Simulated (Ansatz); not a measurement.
The system is Ni.

```xyz
1
Lattice="0.0000 1.7376 1.7376 1.7376 0.0000 1.7376 1.7376 1.7376 0.0000" Properties=species:S:1:pos:R:3 pbc="T T T"
Ni    0.0000    0.0000    0.0000
```

Base run:

| Property | Result |
| --- | --- |
| Program | Ansatz 0.2.0 |
| Functional | PBEsol |
| Potentials or basis | all-electron LAPW, scalar-relativistic |
| Cutoff | 320 eV |
| Density cutoff | 1279 eV |
| Basis error allowed | 0.001 eV/atom |
| k mesh | 13 × 13 × 13 |
| Occupations | fermi-dirac, width 0.05 eV |
| Spin | no spin polarisation |

Its results: band gap on the k mesh none (metal or under the smearing width); pressure -3.5 GPa.

Task: The run is repeated on the same cell with these changes: spin from no spin polarisation to collinear spin, ferromagnetic start. What comes out?

Result: Band gap on the k mesh none (metal or under the smearing width); pressure -2.4 GPa; net moment 0.63 μB per cell; site moments Ni +0.65 μB.

Not every run made on this cell is shown here.
